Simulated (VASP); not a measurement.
# Sn in VASP: notebook, part 3 of 3

VASP 6.6.1.

**6. Single point, PBE**

Input file INCAR:

```
SYSTEM = Sn
ADDGRID = .FALSE.
ALGO = Normal
EDIFF = 1E-7
ENCUT = 250
GGA = PE
ISIF = 2
ISMEAR = 1
LASPH = .TRUE.
LCHARG = .FALSE.
LREAL = .FALSE.
LWAVE = .FALSE.
NELM = 100
PREC = Accurate
SIGMA = 0.2
```

Input file KPOINTS:

```
k-points
0
G
  8 8 8
  0 0 0
```

Input file POSCAR:

```
Sn
1.0
   -1.6810770000      1.7214010000      2.3373330000
    1.7271670000     -1.7623000000      2.4024190000
    1.7145940000      1.7948920000     -2.3683880000
Sn
1
Direct
    0.0245380000     -0.0183670000      0.0024320000
```

Potentials or basis: VASP PAW PBE potentials, release 64 (Sn).

Command:

```sh
> cat potpaw_PBE.64/Sn/POTCAR > POTCAR
> mpirun -np 1 vasp_std > vasp.out
```

OUTCAR:

```text
SYSTEM = Sn
   EDIFF = 1E-7
   ENCUT = 250
   GGA = PE
   ISIF = 2
   ISMEAR = 1
   LASPH = .TRUE.
   LREAL = .FALSE.
   NELM = 100
   PREC = Accurate

 Found    260 irreducible k-points:

 Following reciprocal coordinates:
            Coordinates               Weight
  0.000000  0.000000  0.000000      1.000000
  0.125000  0.000000  0.000000      2.000000
  0.250000  0.000000  0.000000      2.000000
  0.375000  0.000000  0.000000      2.000000
  0.500000  0.000000  0.000000      1.000000
  0.000000  0.125000 -0.000000      2.000000
   k-points           NKPTS =    260   k-points in BZ     NKDIM =    260   number of bands    NBANDS=      6
   number of dos      NEDOS =    301   number of ions     NIONS =      1
   total plane-waves  NPLWV =   5832
   dimension x,y,z NGX =    18 NGY =   18 NGZ =   18
   dimension x,y,z NGXF=    36 NGYF=   36 NGZF=   36
   ions per type =               1
   NGX,Y,Z   is equivalent  to a cutoff of   8.92,  8.69,  8.72 a.u.
   NGXF,Y,Z  is equivalent  to a cutoff of  17.84, 17.38, 17.44 a.u.
 SYSTEM =  Sn
   PREC   = accura    normal or accurate (medium, high low for compatibility)
   ISTART =      0    job   : 0-new  1-cont  2-samecut
   ICHARG =      2    charge: 1-file 2-atom 10-const
   ISPIN  =      1    spin polarized calculation?
   LNONCOLLINEAR =      F non collinear calculations
   LSORBIT =      F    spin-orbit coupling
   LASPH  =      T    aspherical Exc in radial PAW
   ENCUT  =  250.0 eV  18.37 Ry    4.29 a.u.   4.32  4.44  4.42*2*pi/ulx,y,z
   NELM   =    100;   NELMIN=  2; NELMDL= -5     # of ELM steps
   EDIFF  = 0.1E-06   stopping-criterion for ELM
   LREAL  =      F    real-space projection
   EDIFFG = 0.1E-05   stopping-criterion for IOM
   NSW    =      0    number of steps for IOM
   IBRION =     -1    ionic relax: 0-MD 1-quasi-New 2-CG
   NFREE  =      0    steps in history (QN), initial steepest desc. (CG)
   ISIF   =      2    stress and relaxation
   ISYM   =      2    0-nonsym 1-usesym 2-fastsym
   POTIM  = 0.5000    time-step for ionic-motion
   TEBEG  =    0.0;   TEEND  =   0.0 temperature during run
   PSTRESS=    0.0 pullay stress
   NELECT =       4.0000    total number of electrons
   NUPDOWN=      -1.0000    fix difference up-down
   EMIN   =  10.00;   EMAX   =-10.00  energy-range for DOS
   EFERMI =   0.00;   METHOD = LEGACY
   ISMEAR =     1;   SIGMA  =   0.20  broadening in eV -4-tet -1-fermi 0-gaus
   EFERMI_NEDOS =   21; number of points for ismear=-14 and -15
   IALGO  =     38    algorithm
   IMIX   =      4    mixing-type and parameters
     AMIX     =   0.40;   BMIX     =  1.00
     AMIX_MAG =   1.60;   BMIX_MAG =  1.00
  volume/ion in A,a.u.               =      28.67       193.50
  Fermi-wavevector in a.u.,A,eV,Ry     =   0.849055  1.604482  9.808370  0.720895
  Thomas-Fermi vector in A             =   1.964816
   LORBIT       =      0    0 simple, 1 ext, 2 COOP (PROOUT), +10 PAW based schemes
   GGA     = PE    functional components
   LHFCALC =     F    Hartree Fock is set to
   AEXX    =    0.0000 exact exchange contribution
   IVDW    =     0    specifies the selected vdW correction
   LEPSILON=     F    determine dielectric tensor
   LRPA    =     F    only Hartree local field effects (RPA)
 non-spin polarized calculation
 Methfessel and Paxton  Order N= 1 SIGMA  =   0.20
  energy-cutoff  :      250.00
  volume of cell :       28.67
 maximum number of plane-waves:       272
 NGX is ok and might be reduce to    18

 number of electron       3.9999999 magnetization

 Free energy of the ion-electron system (eV)
  ---------------------------------------------------
  ext. energy  EPLUGINS =         0.00000000
  ---------------------------------------------------
  free energy    TOTEN  =        -3.78475833 eV

  energy without entropy =       -3.78429250  energy(sigma->0) =       -3.78460306

 E-fermi :   5.0363     XC(G=0):  -9.9666

 val. band max:        5.0198381418   @ k =   0.2500   0.2500   0.0000
 cond. band min:       5.0390870361   @ k =   0.5000   0.0000   0.2500
 fundamental gap:      0.0192488942
 Fermi energy:         5.0362580877

 k-point     1 :       0.0000    0.0000    0.0000
  band No.  band energies     occupation
      1      -5.8273      2.00000
      2      11.8342      0.00000
      3      12.2040      0.00000
      4      12.5652      0.00000
      5      15.5966      0.00000
      6      15.7603      0.00000

 k-point     2 :       0.1250    0.0000    0.0000
  band No.  band energies     occupation
      1      -5.5181      2.00000
      2       9.6696      0.00000
      3      11.5640      0.00000
      4      11.9407      0.00000
      5      14.6326      0.00000
      6      16.4792      0.00000

 k-point     3 :       0.2500    0.0000    0.0000
  band No.  band energies     occupation
      1      -4.5954      2.00000
      2       5.8824     -0.00000
      3      11.0375      0.00000
      4      11.1080      0.00000
      5      14.2315      0.00000
      6      16.1833      0.00000

 k-point     4 :       0.3750    0.0000    0.0000
  band No.  band energies     occupation
      1      -3.1077      2.00000
      2       2.5442      2.00000
      3      10.4125      0.00000
      4      10.7559      0.00000
      5      14.2303      0.00000
      6      15.2625      0.00000

 k-point     5 :       0.5000    0.0000    0.0000
  band No.  band energies     occupation
      1      -1.7686      2.00000
      2       0.5743      2.00000
      3      10.1803      0.00000
      4      10.6473      0.00000
      5      14.4554      0.00000
      6      14.8950      0.00000

 k-point     6 :       0.0000    0.1250   -0.0000
  band No.  band energies     occupation
      1      -5.5212      2.00000
      2       9.5501      0.00000
      3      11.4834      0.00000
      4      12.1139      0.00000
      5      14.7053      0.00000
      6      16.4536      0.00000

 [... further k-points ...]

------------------------ aborting loop because EDIFF is reached ----------------------------------------

  FORCE on cell =-STRESS in cart. coord.  units (eV):
  Direction    XX          YY          ZZ          XY          YZ          ZX
  --------------------------------------------------------------------------------------
  -------------------------------------------------------------------------------------
  Total       -0.2284034     -0.1576488     -0.2943230     -0.0540504      0.0366602      0.0396360
  in kB      -12.7625218     -8.8089598    -16.4459192     -3.0201779      2.0484662      2.2147466
  external PRESSURE =     -12.6724669 kB  Pullay stress =       0.0000000 kB

 VOLUME and BASIS-vectors are now :
 -----------------------------------------------------------------------------
  energy-cutoff  :      250.00
  volume of cell :       28.67
      direct lattice vectors                 reciprocal lattice vectors
    -1.681077000  1.721401000  2.337333000    -0.004822354  0.286321943  0.213499049
     1.727167000 -1.762300000  2.402419000     0.288499269 -0.000911461  0.208168231
     1.714594000  1.794892000 -2.368388000     0.287885548  0.281643047 -0.000369160

 POSITION                                       TOTAL-FORCE (eV/Angst)
 -----------------------------------------------------------------------------------
      1.65836     -1.68333      2.40989         0.000000      0.000000      0.000000
 -----------------------------------------------------------------------------------
    total drift:                               -0.000000      0.000001     -0.000001

  FREE ENERGIE OF THE ION-ELECTRON SYSTEM (eV)
  ---------------------------------------------------
  free  energy   TOTEN  =        -3.7847583326 eV

  energy  without entropy=       -3.7842925015  energy(sigma->0) =       -3.78460306
```

OSZICAR:

```text
N       E                     dE             d eps       ncg     rms          rms(c)
DAV:   1    -0.986306349364E+00   -0.98631E+00   -0.94114E+02  3174   0.251E+02
DAV:   2    -0.377315522381E+01   -0.27868E+01   -0.26575E+01  4254   0.288E+01
DAV:   3    -0.379855735567E+01   -0.25402E-01   -0.25387E-01  3750   0.311E+00
DAV:   4    -0.379859180421E+01   -0.34449E-04   -0.34448E-04  4572   0.132E-01
DAV:   5    -0.379859186987E+01   -0.65655E-07   -0.66020E-07  3780   0.339E-03    0.129E+00
DAV:   6    -0.379019929928E+01    0.83926E-02   -0.21686E-03  3708   0.316E-01    0.755E-01
DAV:   7    -0.378468339238E+01    0.55159E-02   -0.61695E-03  3486   0.534E-01    0.533E-02
DAV:   8    -0.378475690624E+01   -0.73514E-04   -0.66845E-05  4290   0.637E-02    0.853E-03
DAV:   9    -0.378475833997E+01   -0.14337E-05   -0.24895E-06  3888   0.126E-02    0.312E-03
DAV:  10    -0.378475833260E+01    0.73724E-08   -0.46177E-07  4080   0.440E-03
   1 F= -.37847583E+01 E0= -.37846031E+01  d E =-.465831E-03
```

It took 7.2 s on 1 thread of Intel Xeon 6975P-C (Granite Rapids), shared host; peak memory 0.12 GiB.

The run converged, but some of its settings lie outside the range that counts as converged, so its numbers aren't taken as properties of the crystal.

What came out:

- Free energy: -3.7848 eV
- Pressure: -1.3 GPa
- Band gap on the k mesh: none (metal or under the smearing width)

**7. The reference run**

An earlier run on the cell as given: functional PBE; potentials or basis VASP PAW PBE potentials, release 64 (Sn_d); cutoff 520 eV; k mesh 11 × 11 × 11; occupations fermi-dirac, width 0.05 eV; no spin polarisation.

* Pressure: -1.1 GPa
* Band gap on the k mesh: none (metal or under the smearing width)
